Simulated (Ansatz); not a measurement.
Space group P6/mmm (No. 191). a = 4.281 Å, b = 4.281 Å, c = 3.893 Å, α = 90.00°, β = 90.00°, γ = 120.00°
```
atom site symmetry x y z
  Ba    1a     6/mmm  0.0000  0.0000  0.0000
```

Equation of state of this Ba structure (not necessarily the ground state), with shape and atoms relaxed at each volume where symmetry leaves them free. It has no gap at any of these volumes. Computed with DFT r2SCAN, scalar-relativistic, plane waves, PAW (Ansatz 0.2.0).

Cutoff 500 eV; k points 12×12×12 on the computed 1-atom cell (Γ-centred); Gaussian smearing, width 0.10 eV; no spin polarisation.

```
V (Å³/atom) E − E(largest V) (meV/atom) P (GPa)
     58.090                         1.06     0.54
     59.944                        -3.42     0.26
     61.798                        -4.89     0.01
     63.652                        -3.66    -0.22
     65.506                         0.00    -0.41
```

Question: Fit a third-order Birch–Murnaghan equation to E(V).

Answer: V0 = 61.85 Å³/atom, B0 = 8 GPa, B0' = 2.5.

Spin-orbit coupling is left out, which matters for the bands of heavy elements.

This form isn't the element's structure at ambient conditions.